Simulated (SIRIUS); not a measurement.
TiO2 (Anatase):

```
CELL_PARAMETERS angstrom
-1.89210 1.89210 4.75730
1.89210 -1.89210 4.75730
1.89210 1.89210 -4.75730
ATOMIC_POSITIONS crystal
Ti 0.75000 0.25000 0.50000
Ti 0.00000 0.00000 0.00000
O 0.79190 0.79190 0.00000
O 0.54190 0.04190 0.50000
O 0.95810 0.45810 0.50000
O 0.20810 0.20810 0.00000
```

Base run:

- Program: SIRIUS 7.12.0
- Functional: LDA
- Potentials or basis: all-electron FP-LAPW
- Cutoff: 344 eV
- Basis: apw+lo standard
- k mesh: 8 × 8 × 8
- Occupations: fermi-dirac, width 0.05 eV
- Spin: no spin polarisation

Its results: band gap on the k mesh 2.05 eV, indirect (least direct gap 2.36 eV).

**Question.** The run is repeated on the same cell with these changes: functional from LDA to PBEsol. What comes out?

**Answer.** Band gap on the k mesh 2.11 eV, indirect (least direct gap 2.42 eV).

A k mesh can miss the band edges.

Not every run made on this cell is shown here.
